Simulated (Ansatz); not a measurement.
**Quasiparticle levels of NaF (Fm-3m)**

These are results of G0W0@r²SCAN, full frequency by contour deformation, all-electron datasets in plane waves (scalar-relativistic, Gaussian nuclei) (Ansatz), not measurements.

Input files:

```json
{
 "crystal": {"lattice": [[0.0, 2.28, 2.28], [2.28, 0.0, 2.28], [2.28, 2.28, 0.0]], "atoms": [{"symbol": "Na", "position": [0.0, 0.0, 0.0]}, {"symbol": "F", "position": [0.5, 0.5, 0.5]}]},
 "basis": {"precision": "f64", "xc_grid": 2},
 "kpoints": {"mp_grid": {"grid": [4, 4, 4], "shift": [0, 0, 0]}},
 "hamiltonian": {"xc": "r2scan", "dispersion": "none", "pseudopotentials": {"kind": "all_electron", "nuclear_model": "gaussian"}},
 "magnetization": {"spin_polarized": false},
 "scf": {"lower_state_search": "off", "max_iter": 200, "occupations": {"method": "fixed"}, "convergence": {"dr2_threshold": "1e-10 eV"}},
 "output": {},
 "gw": {"n_empty_bands": 153, "ecut_chi": 200, "ecutfock_ratio": 1, "qp_bands": ["v1", "c1"], "screening": {"model": "contour_deformation"}}
}
```

Levels count from the highest filled Kohn-Sham level listed; ε_QP = ε_KS + Z(Σ − Vxc). VB is the top filled band, CB the lowest empty one. The wave cutoff came out at 3300 eV.

```tsv
k	band	ε_KS (eV)	Σx − Vxc (eV)	Σc (eV)	Z	ε_QP (eV)
Γ	VB	0.00	-7.03	4.01	0.82	-2.48
Γ	CB	7.41	4.26	-2.62	0.91	8.89
```

The gap (direct at Γ) opens from 7.41 eV to 11.37 eV.

Electronic (ion-clamped) dielectric constant on this mesh, from the head of the inverse dielectric matrix: 1.7.

The cell is a model at fixed atoms and needn't be the relaxed known crystal. The mesh is coarse, so these are values at the stated settings, not converged ones. Band sums or response are cut, so the gap isn't at its basis limit. With r²SCAN or HSE06 the Kohn-Sham levels are generalised ones.
